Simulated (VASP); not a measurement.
# SnSe (Fm-3m) in VASP: a series of runs

The runs below take SnSe through single point, with PBE, BLYP+D4.

All numbers are computed with VASP 6.6.1; they aren't measurements. Logs are shortened: lines on timing, memory, paths and dates and some standing lists are left out, and cuts for length are marked.

## Step 1: Starting point

Symmetry: Fm-3m, No. 225, cubic system. Conventional cell: a = 6.020 Å, b = 6.020 Å, c = 6.020 Å, α = 90.00°, β = 90.00°, γ = 90.00°. Sn (site symmetry m-3m) has 6 Se at 3.01 Å as nearest neighbours. Se (site symmetry m-3m) is surrounded by 6 Sn at 3.01 Å.

Measurements of this composition are mostly on another form, of space group No. 62.

## Step 2: Single point, PBE

Contents of INCAR:

```
SYSTEM = SnSe
PREC = Accurate ; ENCUT = 520
EDIFF = 1E-6 ; ISMEAR = -1
SIGMA = 0.02 ; LREAL = .False.
LASPH = .True. ; NELM = 100
ALGO = Normal ; ISIF = 2
LWAVE = .False. ; LCHARG = .False.
GGA = PE ; NBANDS = 17
```

Contents of KPOINTS:

```
regular mesh
0
Gamma
  4 4 4
  0 0 0
```

Contents of POSCAR:

```
SnSe
1.0
    0.0000000000      3.0100000000      3.0100000000
    3.0100000000      0.0000000000      3.0100000000
    3.0100000000      3.0100000000      0.0000000000
Sn Se
1 1
Direct
    0.0000000000      0.0000000000      0.0000000000
    0.5000000000      0.5000000000      0.5000000000
```

Potentials or basis: VASP PAW PBE potentials, release 64 (Sn_d, Se).

Command:

```console
$ cat potpaw_PBE.64/Sn_d/POTCAR potpaw_PBE.64/Se/POTCAR > POTCAR
$ mpirun -np 1 vasp_std > vasp.out
```

OUTCAR:

```text
SYSTEM = SnSe
   PREC = Accurate
   ENCUT = 520
   EDIFF = 1E-6
   ISMEAR = -1
   LREAL = .False.
   LASPH = .True.
   NELM = 100
   ISIF = 2
   GGA = PE

 ion  position               nearest neighbor table
   1  0.000  0.000  0.000-   2 3.01   2 3.01   2 3.01   2 3.01   2 3.01   2 3.01
   2  0.500  0.500  0.500-   1 3.01   1 3.01   1 3.01   1 3.01   1 3.01   1 3.01

  LATTYP: Found a face centered cubic cell.
 ALAT       =     6.0200000000

  Lattice vectors:

 A1 = (   0.0000000000,   3.0100000000,   3.0100000000)
 A2 = (   3.0100000000,   0.0000000000,   3.0100000000)
 A3 = (   3.0100000000,   3.0100000000,   0.0000000000)

Analysis of symmetry for initial positions (statically):
=====================================================================
 Subroutine PRICEL returns:
 Original cell was already a primitive cell.

 Routine SETGRP: Setting up the symmetry group for a
 face centered cubic supercell.

 Subroutine GETGRP returns: Found 48 space group operations
 (whereof 48 operations were pure point group operations)
 out of a pool of 48 trial point group operations.

The static configuration has the point symmetry O_h .

Analysis of symmetry for dynamics (positions and initial velocities):
=====================================================================
 Subroutine PRICEL returns:
 Original cell was already a primitive cell.

 Routine SETGRP: Setting up the symmetry group for a
 face centered cubic supercell.

 Subroutine GETGRP returns: Found 48 space group operations
 (whereof 48 operations were pure point group operations)
 out of a pool of 48 trial point group operations.

The dynamic configuration has the point symmetry O_h .

 Subroutine INISYM returns: Found 48 space group operations
 (whereof 48 operations are pure point group operations),
 and found     1 'primitive' translations

----------------------------------------------------------------------------------------

                                     Primitive cell

  volume of cell :      54.5418

  direct lattice vectors                    reciprocal lattice vectors
     0.000000000  3.010000000  3.010000000    -0.166112957  0.166112957  0.166112957
     3.010000000  0.000000000  3.010000000     0.166112957 -0.166112957  0.166112957
     3.010000000  3.010000000  0.000000000     0.166112957  0.166112957 -0.166112957

[... 54 lines left out ...]
   NGX,Y,Z   is equivalent  to a cutoff of  12.50, 12.50, 12.50 a.u.
   NGXF,Y,Z  is equivalent  to a cutoff of  24.99, 24.99, 24.99 a.u.
 SYSTEM =  SnSe
   PREC   = accura    normal or accurate (medium, high low for compatibility)
   ISTART =      0    job   : 0-new  1-cont  2-samecut
   ICHARG =      2    charge: 1-file 2-atom 10-const
   ISPIN  =      1    spin polarized calculation?
   LNONCOLLINEAR =      F non collinear calculations
   LSORBIT =      F    spin-orbit coupling
   LASPH  =      T    aspherical Exc in radial PAW
   ENCUT  =  520.0 eV  38.22 Ry    6.18 a.u.   7.91  7.91  7.91*2*pi/ulx,y,z
   NELM   =    100;   NELMIN=  2; NELMDL= -5     # of ELM steps
   EDIFF  = 0.1E-05   stopping-criterion for ELM
[... 8 lines left out ...]
   TEBEG  =    0.0;   TEEND  =   0.0 temperature during run
   PSTRESS=    0.0 pullay stress
   NELECT =      20.0000    total number of electrons
   NUPDOWN=      -1.0000    fix difference up-down
   EMIN   =  10.00;   EMAX   =-10.00  energy-range for DOS
   EFERMI =   0.00;   METHOD = LEGACY
   ISMEAR =    -1;   SIGMA  =   0.02  broadening in eV -4-tet -1-fermi 0-gaus
   EFERMI_NEDOS =   21; number of points for ismear=-14 and -15
   IALGO  =     38    algorithm
   IMIX   =      4    mixing-type and parameters
     AMIX     =   0.40;   BMIX     =  1.00
     AMIX_MAG =   1.60;   BMIX_MAG =  1.00
  volume/ion in A,a.u.               =      27.27       184.03
  Fermi-wavevector in a.u.,A,eV,Ry     =   1.171768  2.214321 18.681350  1.373040
  Thomas-Fermi vector in A             =   2.308207
   LORBIT       =      0    0 simple, 1 ext, 2 COOP (PROOUT), +10 PAW based schemes
   GGA     = PE    functional components
   LHFCALC =     F    Hartree Fock is set to
   AEXX    =    0.0000 exact exchange contribution
   IVDW    =     0    specifies the selected vdW correction
   LEPSILON=     F    determine dielectric tensor
   LRPA    =     F    only Hartree local field effects (RPA)
 non-spin polarized calculation
  energy-cutoff  :      520.00
  volume of cell :       54.54
 maximum number of plane-waves:      1480
   NGX = 15   NGY = 15   NGZ = 15

 number of electron      20.0000005 magnetization

 Free energy of the ion-electron system (eV)
  ---------------------------------------------------
  ext. energy  EPLUGINS =         0.00000000
  ---------------------------------------------------
  free energy    TOTEN  =        -8.26595471 eV

  energy without entropy =       -8.26595466  energy(sigma->0) =       -8.26595469

 E-fermi :   5.8368     XC(G=0):  -9.6276

 val. band max:        5.5532852966   @ k =   0.5000   0.0000   0.0000
 cond. band min:       6.1202492698   @ k =   0.5000   0.0000   0.0000
 fundamental gap:      0.5669639732
 Fermi energy:         5.8367636452

 k-point     1 :       0.0000    0.0000    0.0000
  band No.  band energies     occupation
      1     -16.0622      2.00000
      2     -16.0622      2.00000
      3     -16.0622      2.00000
      4     -16.0619      2.00000
      5     -16.0619      2.00000
      6      -8.3422      2.00000
[... 137 lines left out ...]
      4     -16.0569      2.00000
      5     -16.0448      2.00000
      6      -7.1206      2.00000
[... 9 lines left out ...]
     16      16.8209      0.00000
     17      18.3495      0.00000

------------------------ aborting loop because EDIFF is reached ----------------------------------------

  FORCE on cell =-STRESS in cart. coord.  units (eV):
  Direction    XX          YY          ZZ          XY          YZ          ZX
  --------------------------------------------------------------------------------------
  -------------------------------------------------------------------------------------
  Total       -0.1521636     -0.1521636     -0.1521636      0.0000000      0.0000000     -0.0000000
  in kB       -4.4698383     -4.4698383     -4.4698383      0.0000000      0.0000000     -0.0000000
  external PRESSURE =      -4.4698383 kB  Pullay stress =       0.0000000 kB

 VOLUME and BASIS-vectors are now :
 -----------------------------------------------------------------------------
  energy-cutoff  :      520.00
  volume of cell :       54.54
      direct lattice vectors                 reciprocal lattice vectors
     0.000000000  3.010000000  3.010000000    -0.166112957  0.166112957  0.166112957
     3.010000000  0.000000000  3.010000000     0.166112957 -0.166112957  0.166112957
     3.010000000  3.010000000  0.000000000     0.166112957  0.166112957 -0.166112957

 POSITION                                       TOTAL-FORCE (eV/Angst)
 -----------------------------------------------------------------------------------
      0.00000      0.00000      0.00000        -0.000000      0.000000      0.000000
      3.01000      3.01000      3.01000         0.000000     -0.000000     -0.000000
 -----------------------------------------------------------------------------------
    total drift:                                0.000000     -0.000000     -0.000000

  FREE ENERGIE OF THE ION-ELECTRON SYSTEM (eV)
  ---------------------------------------------------
  free  energy   TOTEN  =        -8.2659547144 eV

  energy  without entropy=       -8.2659546614  energy(sigma->0) =       -8.26595469
```

stdout:

```text
POSCAR found type information on POSCAR SnSe
 POSCAR found :  2 types and       2 ions
 scaLAPACK will be used
 LDA part: xc-table for (Slater+PW92), standard interpolation
 POSCAR, INCAR and KPOINTS ok, starting setup
 FFT: planning ... GRIDC
 FFT: planning ... GRID_SOFT
 FFT: planning ... GRID
 WAVECAR not read
 entering main loop
```

It took 5.5 s on 1 thread of Intel Xeon Platinum 8488C (Sapphire Rapids), shared host; peak memory 0.17 GiB.

Results:

- Free energy: -8.2660 eV
- Pressure: -0.4 GPa
- Band gap on the k mesh: 0.57 eV, direct

Caveat: the k mesh is coarse (spacing up to 0.45 Å⁻¹), so the values aren't converged; spin-orbit coupling is left out, which moves the levels of the heavy elements. A k mesh can miss the band edges.

## Step 3: Single point, BLYP+D4, non-collinear spin, zero start, spin-orbit coupling

Contents of INCAR:

```
SYSTEM = SnSe
PREC = Accurate
ENCUT = 520
EDIFF = 1E-6
ISMEAR = 0
SIGMA = 0.01
LREAL = .False.
LASPH = .True.
NELM = 150
ALGO = Fast
ISIF = 2
LWAVE = .False.
LCHARG = .False.
MAGMOM = 0 0 0 0 0 0
LORBIT = 11
LSORBIT = .True.
GGA_COMPAT = .False.
LORBMOM = .True.
GGA = B5
ALDAX = 1.0
AGGAX = 1.0
AGGAC = 1.0
ALDAC = 0.0
IVDW = 13
VDW_S6 = 1.0
VDW_S8 = 2.34076671
VDW_A1 = 0.44488865
VDW_A2 = 4.0933009
NBANDS = 32
```

Contents of KPOINTS:

```
regular mesh
0
Gamma
  6 6 6
  0 0 0
```

POSCAR is that of step 2.

Potentials or basis: VASP PAW PBE potentials, release 64 (Sn_d, Se).

Command:

```console
$ cat potpaw_PBE.64/Sn_d/POTCAR potpaw_PBE.64/Se/POTCAR > POTCAR
$ mpirun -np 1 vasp_ncl > vasp.out
```

Run time: 55 s. Hardware: 1 thread of Intel Xeon Platinum 8488C (Sapphire Rapids), shared host; peak memory 0.32 GiB.

Results (log left out):

```yaml
Free_energy: -8.5342 eV
Pressure: 0.5 GPa
Net_moment: 0.00 μB per cell
Valence_electrons_inside_the_program's_atomic_spheres: Sn 12.07; Se 3.83
Dispersion_energy_per_atom: -0.733 eV
```

Moments on the atoms (μB; x, y, z):
```
Sn  0.00 0.00 0.00
Se  0.00 0.00 0.00
```

Caveat: the PAW data sets were made with another functional, which shifts forces and pressure a little.
